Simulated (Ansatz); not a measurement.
Wanted: the native input for an Ansatz 0.2.0 run.

- Task: single point
- Functional: PBE
- Potentials or basis: Ansatz PAW
- Cutoff: 420 eV (not typed: the program's choice for these potentials)
- k mesh: 8 × 8 × 4
- Occupations: gaussian, width 0.05 eV
- Spin: no spin polarisation
- Hubbard terms: Cr d U = 3 eV
- Hubbard projectors: ortho-atomic (the default)
- Double counting: fll (the default)

CrO2:

```
Cr O
1.0
     2.77988    0.00000    0.00000
    -1.38994    2.40745    0.00000
     0.00000    0.00000    4.48452
Cr O
1 2
Direct
  0.00000 0.00000 0.00000
  0.33333 0.66667 0.25200
  0.66667 0.33333 0.74800
```

Measurements of this composition are mostly on another form, of space group No. 136.

One way to write it, as run:

input.yaml

```yaml
crystal:
  lattice:
    - [2.77987847, 0.0, 0.0]
    - [-1.38993924, 2.40744538, 0.0]
    - [0.0, 0.0, 4.48452094]
  atoms:
    - { symbol: Cr, position: [0.0, 0.0, 0.0] }
    - { symbol: O, position: [0.3333333333, 0.6666666667, 0.252] }
    - { symbol: O, position: [0.6666666667, 0.3333333333, 0.748] }
hamiltonian:
  xc: pbe
  pseudopotentials: { kind: paw }
  hubbard: { sites: [{ species: Cr, l: d, u_eff: 3.0 }] }
kpoints:
  mp_grid: { grid: [8, 8, 4] }
scf:
  occupations: { method: gaussian, width: 0.05 }
output:
  forces: true
  stress: true
  eigenvalues: true
  write_density: true
  write_potential: true
  elf: true
  volumetric_format: npy
```

Potentials or basis: Ansatz PAW.

Command:

```console
$ ansatz run input.yaml --threads 2 --pin off --max-ram 5632MiB --backend cpu --events-out ev --progress --plain --runs-dir out
```

It gave:

```yaml
Pressure: -12.8 GPa
Largest_force: 1.856 eV/Å
Band_gap_on_the_k_mesh: none (metal or under the smearing width)
```

Caveat: the pressure holds a Pulay correction of +0.9 GPa for the finite cutoff; the run has no spin polarisation, though such a crystal can be magnetic; U without spin polarisation on a metal has little footing; forces of over 1 eV/Å show positions far from the minimum, so gaps and moduli don't describe the material at rest.

It took 1.9 s on 2 threads of Intel(R) Xeon(R) Platinum 8259CL CPU @ 2.50GHz (Skylake/Cascade Lake), with other jobs on the host, peak memory 0.36 GiB.
